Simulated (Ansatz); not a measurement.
Zincblende CaO, relaxed with r2SCAN in Ansatz. Space group F-43m (No. 216), cubic; a = 5.213 Å in the conventional setting, 17.71 Å³ an atom. Around Ca lie 4 O at 2.26 Å; around O lie 4 Ca at 2.26 Å.

The axes x, y and z are those of this cell:
```xyz
2
Lattice="0.0000 2.6067 2.6067 2.6067 0.0000 2.6067 2.6067 2.6067 0.0000" Properties=species:S:1:pos:R:3 pbc="T T T"
Ca    0.0000    0.0000    0.0000
O     1.3034    1.3034    1.3034
```

Unstrained: The PBE gap is indirect, 3.333 eV (W to Γ), below the direct gap of 3.954 eV at Γ. With r2SCAN the valence top lies at W and the conduction bottom at Γ, 3.759 eV higher; the smallest vertical gap, at Γ, is 4.375 eV. HSE06 gives an indirect gap of 4.728 eV, from X to Γ; the least direct gap is 5.346 eV at Γ. Meshes: PBE 8×8×8, r2SCAN 8×8×8, HSE06 6×6×6. Strains are changes of length per length. After each strain the atoms were relaxed again with r2SCAN within the symmetry that the strain leaves, so tilts or polar shifts that break it weren't tested; points keep the names that they have in the unstrained zone. Note: simulated data, non-magnetic, for a generated structure that need not be the stable one.

Q: One strain changed the r2SCAN stress by xx -1.49, yy -1.49, zz -1.49, xy +0.75, xz +0.75, yz +0.75 GPa (compression positive) and the gap by -0.083 eV (PBE), -0.086 eV (r2SCAN), -0.096 eV (HSE06). Which kind of strain was it, and roughly how large?

A: Epitaxial +1.65 % in the plane normal to [111], free normal strain -1.44 %. The pattern of the stress gives the kind; the size needs the stiffness, so it is an estimate.

Q: Apply biaxial +5.38 % in x and y, z held. How far does the gap move, against the unstrained cell?

A: PBE: the gap goes from 3.333 to 2.932 eV (-0.401 eV); the edges move from W → Γ to X → Γ. r2SCAN: the gap goes from 3.759 to 3.352 eV (-0.407 eV); the edges move from W → Γ to X → Γ. HSE06: the gap goes from 4.728 to 4.271 eV (-0.457 eV). The r2SCAN energy rises by 49.4 meV an atom.

Q: Apply isotropic +4.47 % on every length. How far does the gap move, against the unstrained cell?

A: PBE: the gap goes from 3.333 to 2.887 eV (-0.446 eV); the edges move from W → Γ to X → Γ. r2SCAN: the gap goes from 3.759 to 3.302 eV (-0.457 eV); the edges move from W → Γ to X → Γ. HSE06: the gap goes from 4.728 to 4.219 eV (-0.509 eV). The r2SCAN energy rises by 72.1 meV an atom.

The meshes of the hybrids are coarse, so their gaps aren't converged to the digits shown.
